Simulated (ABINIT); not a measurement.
# CaSe (Fm-3m): G0W0 with ABINIT, start to end

Aim: the G0W0 gap of CaSe (Fm-3m) on PBE with spin-orbit coupling, step by step.

Program: ABINIT 10.8.3. Level of theory: PBE and many-body steps on it, plane waves. Results are calculated unless marked as measured.

The database entry behind the starting cell differs from later determinations by our own check (0.1 to 0.3 % short, probably kX units), so it need not match the best structure at ambient conditions.

### Step 1. The starting structure

The structure is cubic, space group Fm-3m (No. 225). The conventional cell has a = 5.912 Å, b = 5.912 Å, c = 5.912 Å, α = 90.00°, β = 90.00°, γ = 90.00°. Ca has 6 Se at 2.96 Å nearest. Se has 6 Ca at 2.96 Å nearest. Farther neighbours and most contacts between anions are not listed.

The cell and positions come from the Crystallography Open Database and are kept as given unless a step says otherwise.

### Step 2. Ground state

This step: ABINIT 10.8.3; DFT, PBE with spin-orbit coupling, plane waves, norm-conserving pseudopotentials.

The ground-state density comes first.

The input, run.abi:

```
acell 3*1.0 Angstrom
rprim 
  -0.000000000000 2.956000000000 2.956000000000
  2.956000000000 -0.000000000000 2.956000000000
  2.956000000000 2.956000000000 -0.000000000000
ntypat 2
znucl 20 34
natom 2
typat 1 2
xred 
  0.000000000000 0.000000000000 0.000000000000
  0.500000000000 0.500000000000 0.500000000000
pp_dirpath "pseudos"
pseudos "Ca.upf, Se.upf"
ecut 48
nspinor 2
ngkpt 6 6 6
nshiftk 1
shiftk 0 0 0
kptopt 1
chksymbreak 0
nband 44
occopt 1
tolvrs 1e-10
nstep 60
prtwf 0
optforces 0
optstress 0
indata_prefix "in"
outdata_prefix "out"
tmpdata_prefix "tmp"
```

Command:

```sh
OMP_NUM_THREADS=1 mpirun -n 4 abinit run.abi > log
```

Numbers of over 12 decimals in the logs are rounded to 6 here.

Output:

```text
.Version 10.8.3 of ABINIT. v10.8.2 released Aug 2026.

 Symmetries : space group Fm -3 m (#225); Bravais cF (face-center cubic)
================================================================================
 Values of the parameters that define the memory need of the present run
     intxc =       0    ionmov =       0      iscf =       7    lmnmax =      13
     lnmax =      13     mgfft =      50  mpssoang =       5    mqgrid =    3001
     natom =       2  nloc_mem =       1    nspden =       1   nspinor =       2
    nsppol =       1      nsym =      48    n1xccc =    2501    ntypat =       2
    occopt =       1   xclevel =       2
-    mband =          44        mffmem =           1         mkmem =           4
       mpw =        5577          nfft =      125000          nkpt =          16
================================================================================
  Rough estimation (10% accuracy) of disk space for files :
================================================================================

--------------------------------------------------------------------------------
------------- Echo of variables that govern the present computation ------------
--------------------------------------------------------------------------------
 -outvars: echo values of preprocessed input variables --------
            acell      1.8897261259E+00  1.8897261259E+00  1.8897261259E+00 Bohr

      chksymbreak           0
             ecut      4.80000000E+01 Hartree
-          fftalg         312

              ixc     -101130
              kpt      0.00000000E+00  0.00000000E+00  0.00000000E+00
                       1.66666667E-01  0.00000000E+00  0.00000000E+00
                       3.33333333E-01  0.00000000E+00  0.00000000E+00
                       5.00000000E-01  0.00000000E+00  0.00000000E+00
                       1.66666667E-01  1.66666667E-01  0.00000000E+00
                       3.33333333E-01  1.66666667E-01  0.00000000E+00
                       5.00000000E-01  1.66666667E-01  0.00000000E+00
                      -3.33333333E-01  1.66666667E-01  0.00000000E+00
                      -1.66666667E-01  1.66666667E-01  0.00000000E+00
   [... 5 further rows ...]
                      -3.33333333E-01  3.33333333E-01  1.66666667E-01
                      -3.33333333E-01  5.00000000E-01  1.66666667E-01
         kptrlatt        6    0    0      0    6    0      0    0    6
          kptrlen      4.73990399E+01
P           mkmem           4
            natom           2
            nband          44
            ngfft          50      50      50
             nkpt          16
          nspinor           2
            nstep          60
             nsym          48
           ntypat           2
              occ      1.000000  1.000000  1.000000  1.000000  1.000000  1.000000
                       1.000000  1.000000  1.000000  1.000000  1.000000  1.000000
                       1.000000  1.000000  1.000000  1.000000  1.000000  1.000000
                       1.000000  1.000000  1.000000  1.000000  1.000000  1.000000
                       1.000000  1.000000  1.000000  1.000000  1.000000  1.000000
                       1.000000  1.000000  1.000000  1.000000  0.000000  0.000000
                       0.000000  0.000000  0.000000  0.000000  0.000000  0.000000
                       0.000000  0.000000
        optforces           0
        optstress           0
            prtwf           0
            rprim     -0.0000000000E+00  2.9560000000E+00  2.9560000000E+00
[...]
spgroup         225

           tolvrs      1.00000000E-10

             xred      0.0000000000E+00  0.0000000000E+00  0.0000000000E+00
[...]
znucl       20.00000   34.00000

================================================================================

 chkinp: Checking input parameters for consistency.

================================================================================
== DATASET  1 ==================================================================
-   mpi_nproc: 4, omp_nthreads: 1 (-1 if OMP is not activated)

--- !DatasetInfo
iteration_state: {dtset: 1, }
dimensions: {natom: 2, nkpt: 16, mband: 44, nsppol: 1, nspinor: 2, nspden: 1, mpw: 5577, }
cutoff_energies: {ecut:  48.0, pawecutdg:  -1.0, }
electrons: {nelect:   3.40000000E+01, charge:   0.00000000E+00, occopt:   1.00000000E+00, tsmear:   1.00000000E-02, }

 Real(R)+Recip(G) space primitive vectors, cartesian coordinates (Bohr,Bohr^-1):
 R(1)=  0.0000000  5.5860304  5.5860304  G(1)= -0.0895090  0.0895090  0.0895090
 R(2)=  5.5860304  0.0000000  5.5860304  G(2)=  0.0895090 -0.0895090  0.0895090
 R(3)=  5.5860304  5.5860304  0.0000000  G(3)=  0.0895090  0.0895090 -0.0895090
 Unit cell volume ucvol=  3.4861004E+02 bohr^3
 Angles (23,13,12)=  6.00000000E+01  6.00000000E+01  6.00000000E+01 degrees

 getcut: wavevector=  0.0000  0.0000  0.0000  ngfft=  50  50  50
         ecut(hartree)=     48.000   => boxcut(ratio)=   2.03020

--- Pseudopotential description ------------------------------------------------
- Ca Generated using ONCVPSP code by D. R. Hamann
- 20.00000  10.00000  180419                  znucl, zion, pspdat
12 -101130 2 -1 1766                          pspcod,pspxc,lmax,lloc,mmax
     nproj     2     2     2     0
     spin-orbit psp
        nprojso     4     2     0
  pspatm : epsatm=   12.33931106
         --- l  ekb(1:nproj) -->
[...]
spin-orbit 1    0.048432   -0.009239    0.003360   -0.000049
  spin-orbit 2    0.003094    0.001216
 pspatm: atomic psp has been read  and splines computed

- Se Generated using ONCVPSP code by D. R. Hamann
- 34.00000  24.00000  180506                  znucl, zion, pspdat
12 -101130 2 -1 1214                          pspcod,pspxc,lmax,lloc,mmax
     nproj     2     2     2     0
     spin-orbit psp
        nprojso     4     3     0
  pspatm : epsatm=   25.40007005
         --- l  ekb(1:nproj) -->
[...]
2  -10.023456   -4.446239
  spin-orbit 1    0.229742    0.110085   -0.000668   -0.000080
  spin-orbit 2    0.019957    0.015212   -0.000061
 pspatm: atomic psp has been read  and splines computed

   1.28313896E+03                                ecore*ucvol(ha*bohr**3)
--------------------------------------------------------------------------------

_setup2: Arith. and geom. avg. npw (full set) are    5537.116    5537.098

================================================================================

--- !BeginCycle
iteration_state: {dtset: 1, }
solver: {iscf: 7, nstep: 60, nline: 4, wfoptalg: 0, }
tolerances: {tolvrs: 1.00E-10, }

     iter   Etot(hartree)      deltaE(h)  residm     vres2
 ETOT  1  -375.55949481441    -3.756E+02 1.830E+00 6.717E+01
 ETOT  2  -377.05221314670    -1.493E+00 5.942E-02 2.916E+02
 ETOT  3  -377.06687153849    -1.466E-02 2.115E-02 9.943E+01
 ETOT  4  -377.07432190376    -7.450E-03 1.614E-02 1.343E+00
 ETOT  5  -377.07447403598    -1.521E-04 3.948E-03 8.743E-03
 ETOT  6  -377.07447545556    -1.420E-06 3.014E-03 2.127E-03
 ETOT  7  -377.07447563251    -1.769E-07 1.670E-03 3.089E-04
 ETOT  8  -377.07447565702    -2.451E-08 5.871E-04 1.533E-06
 ETOT  9  -377.07447565717    -1.444E-10 7.267E-04 8.408E-07
 ETOT 10  -377.07447565721    -4.439E-11 2.457E-04 2.708E-09
 ETOT 11  -377.07447565720     8.299E-12 4.149E-04 1.206E-11

 At SCF step   11       vres2   =  1.21E-11 < tolvrs=  1.00E-10 =>converged.

--- !ResultsGS
iteration_state: {dtset: 1, }
comment   : Summary of ground state results
lattice_vectors:
- [ -0.0000000,   5.5860304,   5.5860304, ]
- [  5.5860304,  -0.0000000,   5.5860304, ]
- [  5.5860304,   5.5860304,  -0.0000000, ]
lattice_lengths: [   7.89984,    7.89984,    7.89984, ]
lattice_angles: [ 60.000,  60.000,  60.000, ] # degrees, (23, 13, 12)
lattice_volume:   3.4861004E+02
convergence: {deltae:  8.299E-12, res2:  1.206E-11, residm:  4.149E-04, diffor:  0.000E+00, }
etotal    :  -3.77074476E+02
entropy   :   0.00000000E+00
fermie    :   1.81982024E-01
cartesian_stress_tensor: null
pressure_GPa: null
xred      :
- [  0.0000E+00,   0.0000E+00,   0.0000E+00, Ca]
- [  5.0000E-01,   5.0000E-01,   5.0000E-01, Se]
cartesian_forces: null
force_length_stats: {min: null, max: null, mean: null, }

 Integrated electronic density in atomic spheres:
 ------------------------------------------------
 Atom  Sphere_radius  Integrated_density
    1        2.00000          7.59043741
    2        2.00000         21.29406954
================================================================================

 ----iterations are completed or convergence reached----

 Mean square residual over all n,k,spin=   18.153E-07; max=  41.490E-05
 reduced coordinates (array xred) for    2 atoms
       0.000000000000      0.000000000000      0.000000000000
       0.500000000000      0.500000000000      0.500000000000
 rms dE/dt=  0.0000E+00; max dE/dt=  0.0000E+00; dE/dt below (all hartree)
    1       0.000000000000      0.000000000000      0.000000000000
    2       0.000000000000      0.000000000000      0.000000000000

 cartesian coordinates (angstrom) at end:
    1      0.000000     0.000000     0.000000
    2      2.956000     2.956000     2.956000
 length scales=  1.889726125908  1.889726125908  1.889726125908 bohr
              =  1.000000000000  1.000000000000  1.000000000000 angstroms
 prteigrs : about to open file out_EIG
 Fermi (or HOMO) energy (hartree) =   0.18198   Average Vxc (hartree)=  -0.35003
 Eigenvalues (hartree) for nkpt=  16  k points:
 kpt#   1, nband= 44, wtk=  0.00463, kpt=  0.0000  0.0000  0.0000 (reduced coord)
  -7.39912   -7.39912   -5.32159   -5.32159   -5.10582   -5.10582   -5.10582   -5.10582
  -1.52806   -1.52806   -1.52806   -1.52806   -1.49527   -1.49527   -1.49527   -1.49527
  -1.49512   -1.49512   -1.28457   -1.28457   -0.59515   -0.59515   -0.58124   -0.58124
  -0.58124   -0.58124   -0.25662   -0.25662    0.16692    0.16692    0.18198    0.18198
   0.18198    0.18198    0.30039    0.30039    0.31313    0.31313    0.31314    0.31315
   0.31349    0.31350    0.33407    0.33407
 prteigrs : prtvol=0 or 1, do not print more k-points.

--- !EnergyTerms
iteration_state     : {dtset: 1, }
comment             : Components of total free energy in Hartree
kinetic             :  1.59555965484491E+02
hartree             :  1.56350200663386E+02
xc                  : -3.62496844753149E+01
Ewald energy        : -1.62120426723388E+02
psp_core            :  3.68072867049421E+00
local_psp           : -4.15000131724047E+02
non_local_psp       : -8.32911275528235E+01
total_energy        : -3.77074475657203E+02
total_energy_eV     : -1.02607192006089E+04
band_energy         : -6.68057587264551E+01

== END DATASET(S) ==============================================================
================================================================================

 -outvars: echo values of variables after computation  --------
           etotal     -3.7707447566E+02
            nband          44
             nkpt          16
          spgroup         225
 [... the other variables as echoed above ...]

 Calculation completed.
```

Run time: 3.1 min. Hardware: 4 MPI ranks of Arm Neoverse N1, shared host; peak memory 0.48 GiB; 12 min of CPU time.

This step gave:

```yaml
total_energy: -10260.7192 eV
gap: 1.892 eV
k_of_the_valence_top: 0, 0, 0
k_of_the_conduction_bottom: 0.5, 0.5, 0
least_direct_gap: 2.847 eV
```

The gap is indirect, with the least direct gap 0.95 eV higher.

### Step 3. Bands along the symmetry lines

Levels along a band path, at the cheap level, show where the edges lie and whether the meshes to come will hold them.

The input, run.abi:

```
acell 3*1.0 Angstrom
rprim 
  -0.000000000000 2.956000000000 2.956000000000
  2.956000000000 -0.000000000000 2.956000000000
  2.956000000000 2.956000000000 -0.000000000000
ntypat 2
znucl 20 34
natom 2
typat 1 2
xred 
  0.000000000000 0.000000000000 0.000000000000
  0.500000000000 0.500000000000 0.500000000000
pp_dirpath "pseudos"
pseudos "Ca.upf, Se.upf"
ecut 48
nspinor 2
iscf -2
irdden 1
kptopt 0
nkpt 26
kpt 
  0.00000000 0.00000000 0.00000000
  0.12500000 0.00000000 0.12500000
  0.25000000 0.00000000 0.25000000
  0.37500000 0.00000000 0.37500000
  0.50000000 0.00000000 0.50000000
  0.53125000 0.06250000 0.53125000
  0.56250000 0.12500000 0.56250000
  0.59375000 0.18750000 0.59375000
  0.62500000 0.25000000 0.62500000
  0.37500000 0.37500000 0.75000000
  0.28125000 0.28125000 0.56250000
  0.18750000 0.18750000 0.37500000
  0.09375000 0.09375000 0.18750000
  0.00000000 0.00000000 0.00000000
  0.12500000 0.12500000 0.12500000
  0.25000000 0.25000000 0.25000000
  0.37500000 0.37500000 0.37500000
  0.50000000 0.50000000 0.50000000
  0.50000000 0.43750000 0.56250000
  0.50000000 0.37500000 0.62500000
  0.50000000 0.31250000 0.68750000
  0.50000000 0.25000000 0.75000000
  0.50000000 0.18750000 0.68750000
  0.50000000 0.12500000 0.62500000
  0.50000000 0.06250000 0.56250000
  0.50000000 -0.00000000 0.50000000
istwfk *1
nband 50
nbdbuf 6
tolwfr 1e-08
nstep 40
prtwf 0
prtvol 0
indata_prefix "in"
outdata_prefix "out"
tmpdata_prefix "tmp"
```

Output:

```text
.Version 10.8.3 of ABINIT. v10.8.2 released Aug 2026.

 Symmetries : space group Fm -3 m (#225); Bravais cF (face-center cubic)
[... echo of the input left out ...]
== DATASET  1 ==================================================================
-   mpi_nproc: 4, omp_nthreads: 1 (-1 if OMP is not activated)

--- !DatasetInfo
iteration_state: {dtset: 1, }
dimensions: {natom: 2, nkpt: 26, mband: 50, nsppol: 1, nspinor: 2, nspden: 1, mpw: 5577, }
cutoff_energies: {ecut:  48.0, pawecutdg:  -1.0, }
electrons: {nelect:   3.40000000E+01, charge:   0.00000000E+00, occopt:   1.00000000E+00, tsmear:   1.00000000E-02, }

 Real(R)+Recip(G) space primitive vectors, cartesian coordinates (Bohr,Bohr^-1):
 R(1)=  0.0000000  5.5860304  5.5860304  G(1)= -0.0895090  0.0895090  0.0895090
 R(2)=  5.5860304  0.0000000  5.5860304  G(2)=  0.0895090 -0.0895090  0.0895090
 R(3)=  5.5860304  5.5860304  0.0000000  G(3)=  0.0895090  0.0895090 -0.0895090
 Unit cell volume ucvol=  3.4861004E+02 bohr^3
 Angles (23,13,12)=  6.00000000E+01  6.00000000E+01  6.00000000E+01 degrees

 getcut: wavevector=  0.0000  0.0000  0.0000  ngfft=  50  50  50
         ecut(hartree)=     48.000   => boxcut(ratio)=   2.03020

--- Pseudopotential description ------------------------------------------------
- Ca Generated using ONCVPSP code by D. R. Hamann
- 20.00000  10.00000  180419                  znucl, zion, pspdat
12 -101130 2 -1 1766                          pspcod,pspxc,lmax,lloc,mmax
     nproj     2     2     2     0
     spin-orbit psp
        nprojso     4     2     0
  pspatm : epsatm=   12.33931106
         --- l  ekb(1:nproj) -->
             0    0.972175   10.064013
             1    3.050497    0.471932
             2   -3.406270   -1.078745
  spin-orbit 1    0.048432   -0.009239    0.003360   -0.000049
  spin-orbit 2    0.003094    0.001216
 pspatm: atomic psp has been read  and splines computed

- Se Generated using ONCVPSP code by D. R. Hamann
- 34.00000  24.00000  180506                  znucl, zion, pspdat
12 -101130 2 -1 1214                          pspcod,pspxc,lmax,lloc,mmax
     nproj     2     2     2     0
     spin-orbit psp
        nprojso     4     3     0
  pspatm : epsatm=   25.40007005
         --- l  ekb(1:nproj) -->
[...]
spin-orbit 1    0.229742    0.110085   -0.000668   -0.000080
  spin-orbit 2    0.019957    0.015212   -0.000061
 pspatm: atomic psp has been read  and splines computed

--------------------------------------------------------------------------------

================================================================================
 prteigrs : about to open file out_EIG
 Non-SCF case, kpt    1 (  0.00000  0.00000  0.00000), residuals and eigenvalues=
  4.97E-09  7.70E-09  2.05E-09  4.32E-09  1.59E-09  5.17E-09  2.28E-09  6.76E-09
  2.75E-09  3.34E-09  3.93E-09  5.92E-09  2.77E-09  8.55E-09  5.73E-09  6.87E-09
[...]
Non-SCF case, kpt    2 (  0.12500  0.00000  0.12500), residuals and eigenvalues=
[...]
1.81E-04  4.64E-04
[...]
Non-SCF case, kpt    3 (  0.25000  0.00000  0.25000), residuals and eigenvalues=
[...]
Non-SCF case, kpt   25 (  0.50000  0.06250  0.56250), residuals and eigenvalues=
[...]
Non-SCF case, kpt   26 (  0.50000 -0.00000  0.50000), residuals and eigenvalues=
[...]
3.6215E-01  3.6215E-01  3.6336E-01  3.6336E-01  3.9809E-01  3.9809E-01
  3.9890E-01  3.9890E-01  3.9894E-01  3.9894E-01  5.4964E-01  5.4964E-01
[...]
--- !ResultsGS
iteration_state: {dtset: 1, }
comment   : Summary of ground state results
lattice_vectors:
- [ -0.0000000,   5.5860304,   5.5860304, ]
- [  5.5860304,  -0.0000000,   5.5860304, ]
- [  5.5860304,   5.5860304,  -0.0000000, ]
lattice_lengths: [   7.89984,    7.89984,    7.89984, ]
lattice_angles: [ 60.000,  60.000,  60.000, ] # degrees, (23, 13, 12)
lattice_volume:   3.4861004E+02
convergence: {deltae:  0.000E+00, res2:  0.000E+00, residm:  9.985E-09, diffor:  0.000E+00, }
etotal    :  -3.77074476E+02
entropy   :   0.00000000E+00
fermie    :   1.81982024E-01
cartesian_stress_tensor: null
pressure_GPa: null
xred      :
- [  0.0000E+00,   0.0000E+00,   0.0000E+00, Ca]
- [  5.0000E-01,   5.0000E-01,   5.0000E-01, Se]
cartesian_forces: null
force_length_stats: {min: null, max: null, mean: null, }

 Integrated electronic density in atomic spheres:
 ------------------------------------------------
 Atom  Sphere_radius  Integrated_density
[...]
================================================================================

 ----iterations are completed or convergence reached----

 Mean square residual over all n,k,spin=   48.900E-10; max=  99.845E-10
 reduced coordinates (array xred) for    2 atoms
       0.000000000000      0.000000000000      0.000000000000
       0.500000000000      0.500000000000      0.500000000000

 cartesian coordinates (angstrom) at end:
    1      0.000000     0.000000     0.000000
    2      2.956000     2.956000     2.956000
 length scales=  1.889726125908  1.889726125908  1.889726125908 bohr
              =  1.000000000000  1.000000000000  1.000000000000 angstroms
 prteigrs : about to open file out_EIG
 Eigenvalues (hartree) for nkpt=  26  k points:
 kpt#   1, nband= 50, wtk=  1.00000, kpt=  0.0000  0.0000  0.0000 (reduced coord)
[...]
kpt#   2, nband= 50, wtk=  1.00000, kpt=  0.1250  0.0000  0.1250 (reduced coord)
[...]
kpt#   3, nband= 50, wtk=  1.00000, kpt=  0.2500  0.0000  0.2500 (reduced coord)
[...]
kpt#  25, nband= 50, wtk=  1.00000, kpt=  0.5000  0.0625  0.5625 (reduced coord)
[...]
0.56707    0.56723
 kpt#  26, nband= 50, wtk=  1.00000, kpt=  0.5000  0.0000  0.5000 (reduced coord)
[...]
0.14690    0.14690    0.25151    0.25151    0.36215    0.36215    0.36336    0.36336
   0.39809    0.39809    0.39890    0.39890    0.39894    0.39894    0.54964    0.54964
   0.57381    0.57394

== END DATASET(S) ==============================================================
================================================================================

 -outvars: echo values of variables after computation  --------
            nband          50
             nkpt          26
          spgroup         225
 [... the other variables as echoed above ...]

 Calculation completed.
```

Run time: 3 min. Hardware: 4 MPI ranks; peak memory 0.52 GiB.

This step gave:

* gap: 1.892 eV
* k of the valence top: 0, 0, 0
* k of the conduction bottom: 0.5, 0, 0.5
* least direct gap: 2.847 eV

The gap is 1.892 eV, as in the run before at this level.

Electronic bands along the path, in eV, zero at the top of the highest filled band:

```csv
point,band 31,band 32,band 33,band 34,band 35,band 36,band 37,band 38
Γ,0.00,0.00,0.00,0.00,3.22,3.22,3.57,3.57
halfway,-0.86,-0.86,-0.63,-0.63,2.59,2.59,4.35,4.35
X,-1.18,-1.18,-0.95,-0.95,1.89,1.89,4.90,4.90
halfway,-1.50,-1.50,-1.10,-1.10,2.29,2.29,5.14,5.14
U,-2.16,-2.16,-1.24,-1.24,3.14,3.14,5.54,5.54
jump to K,-2.16,-2.16,-1.24,-1.24,3.14,3.14,5.54,5.54
halfway,-1.20,-1.20,-0.99,-0.99,4.12,4.12,4.28,4.28
Γ,0.00,0.00,0.00,0.00,3.22,3.22,3.57,3.57
halfway,-0.94,-0.94,-0.72,-0.72,3.59,3.59,4.30,4.30
L,-1.43,-1.43,-1.23,-1.23,4.39,4.39,5.33,5.33
halfway,-1.78,-1.78,-1.35,-1.35,4.34,4.34,4.63,4.63
W,-2.04,-2.04,-1.77,-1.77,4.24,4.24,4.29,4.29
halfway,-1.57,-1.57,-1.38,-1.38,2.69,2.69,5.00,5.00
X,-1.18,-1.18,-0.95,-0.95,1.89,1.89,4.90,4.90
```

(Continued in part 2 of 2.)

[Paths, hosts, dates, memory and timing lines, banners, echoed tables and standing remarks are left out of the program output.]

[Logs are printed without paths, hosts, clocks, repeated set-up lines and the standing remarks that a program may print on its own settings, such as how far it seeks lower states.]

[Runs of the session that timed out or met a known fault of the program may be left out.]

[Hosts, paths, dates, database ids (printed as entryN), source tags and the programs' standing remarks are cut or masked in the printed files.]

[G0W0 gaps are taken among the corrected bands and points alone; a level outside them can change the order at an edge.]

[Where Ansatz stands beside ABINIT at settings called matched, ABINIT's density can come from a denser mesh and the files from another edition; pairs whose starting gaps differed by over 0.03 eV were left out, so agreement reads better than it is.]
